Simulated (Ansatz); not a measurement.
CuO:

```xyz
2
Lattice="0.0000 2.1166 2.1166 2.1166 0.0000 2.1166 2.1166 2.1166 0.0000" Properties=species:S:1:pos:R:3 pbc="T T T"
Cu    1.9814    1.9843    0.1219
O     2.2518    2.2488    1.9946
```

The cell comes from a database or a generator and needn't be the stable form of this composition.

Base run:

| Item | Value |
| --- | --- |
| Program | Ansatz 0.2.0 |
| Functional | r2SCAN |
| Potentials or basis | Ansatz PAW |
| Cutoff | 500 eV (not typed: the program's choice for these potentials) |
| k mesh | 11 × 11 × 11 |
| Occupations | fermi-dirac, width 0.05 eV |
| Spin | no spin polarisation |
| Hubbard terms | Cu d U = 4.5 eV |

Its results: band gap on the k mesh none (metal or under the smearing width); pressure 13.1 GPa; largest force 1.135 eV/Å.

Problem. After a change of settings the same cell gave: band gap on the k mesh none (metal or under the smearing width); pressure 11.3 GPa; largest force 1.069 eV/Å. Which change was it?
A. functional from r2SCAN to LDA; cutoff from 500 eV (not typed: the program's choice for these potentials) to 420 eV (not typed: the program's choice for these potentials); hubbard terms from Cu d U = 4.5 eV to Cu d U = 5.3 eV
B. functional from r2SCAN to PBEsol; cutoff from 500 eV (not typed: the program's choice for these potentials) to 420 eV (not typed: the program's choice for these potentials)
C. functional from r2SCAN to LDA; cutoff from 500 eV (not typed: the program's choice for these potentials) to 420 eV (not typed: the program's choice for these potentials); hubbard terms from Cu d U = 4.5 eV to none; hubbard projectors from ortho-atomic (the default) to none

Solution. B.

Caveats: an odd number of electrons without spin polarisation forces a metal; a magnetic or distorted state may lie lower; the run has no spin polarisation, though such a crystal can be magnetic; U without spin polarisation on a metal has little footing; the PAW data sets come from PBE, with cores solved anew for the run's functional, which leaves a small shift of forces and pressure.

Runs at the PBE level aren't shown here.
